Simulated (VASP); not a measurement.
# From an Ansatz input to VASP: GaAs (strained zincblende)

Ansatz input

```yaml
crystal:
  lattice:
    - [0.0, 2.8614159464, 2.8090795023]
    - [2.8614159464, 0.0, 2.8090795023]
    - [2.8614159464, 2.8614159464, 0.0]
  atoms:
    - { symbol: Ga, position: [0.0, 0.0, 0.0] }
    - { symbol: As, position: [0.25, 0.25, 0.25] }
kpoints:
  mp_grid: { grid: [8, 8, 8] }
  band_path:
    path:
      - [0.0, 0.0, 0.0]
      - [-0.5, -0.5, 0.0]
      - [-0.375, -0.375, 0.25]
      - [-0.375, 0.0, 0.375]
      - [0.0, 0.0, 0.5]
      - [-0.5, -0.25, 0.25]
    npoints: 1
hamiltonian:
  xc: pbe
scf:
  occupations: { method: fermi_dirac, width: 0.02 }
  n_extra_bands: 4
output:
  forces: true
  stress: true
  eigenvalues: true
```

Write VASP inputs for this cell and level of theory.



INCAR

```
IBRION = -1
GGA = PE
LREAL = .FALSE.
NELM = 120
ISIF = 2
LWAVE = .FALSE.
EDIFF = 1E-7
ENCUT = 520
LCHARG = .FALSE.
LASPH = .TRUE.
ISMEAR = -1
SIGMA = 0.02
PREC = Accurate
NBANDS = 16
NSW = 0
```

KPOINTS

```
KPOINTS created by Atomic Simulation Environment
0
Gamma
8 8 8
0 0 0
```

KPOINTS_OPT

```
special points
6
Reciprocal
0.0000000000 0.0000000000 0.0000000000 1
-0.5000000000 -0.5000000000 0.0000000000 1
-0.3750000000 -0.3750000000 0.2500000000 1
-0.3750000000 0.0000000000 0.3750000000 1
0.0000000000 0.0000000000 0.5000000000 1
-0.5000000000 -0.2500000000 0.2500000000 1
```

POSCAR

```
Ga As
 1.0000000000000000
     0.0000000000000000    2.8614159464000002    2.8090795022999999
     2.8614159464000002    0.0000000000000000    2.8090795022999999
     2.8614159464000002    2.8614159464000002    0.0000000000000000
 Ga  As
   1   1
Cartesian
  0.0000000000000000  0.0000000000000000  0.0000000000000000
  1.4307079732000001  1.4307079732000001  1.4045397511500000
```

VASP ran with the recommended PBE PAW datasets (18 valence electrons in the cell). Other inputs would serve too.

```json
{"": "gap between bands v and c", "Ansatz": "0.31 eV", "VASP": "0.32 eV"}
{"": "least direct gap", "Ansatz": "0.31 eV", "VASP": "0.32 eV"}
{"": "pressure", "Ansatz": "1.9 GPa", "VASP": "2.1 GPa"}
```

Datasets and cutoffs are each program's own. VASP's cell holds 18 valence electrons and Ansatz's 28. Ansatz's stress includes a Pulay correction; VASP's doesn't.
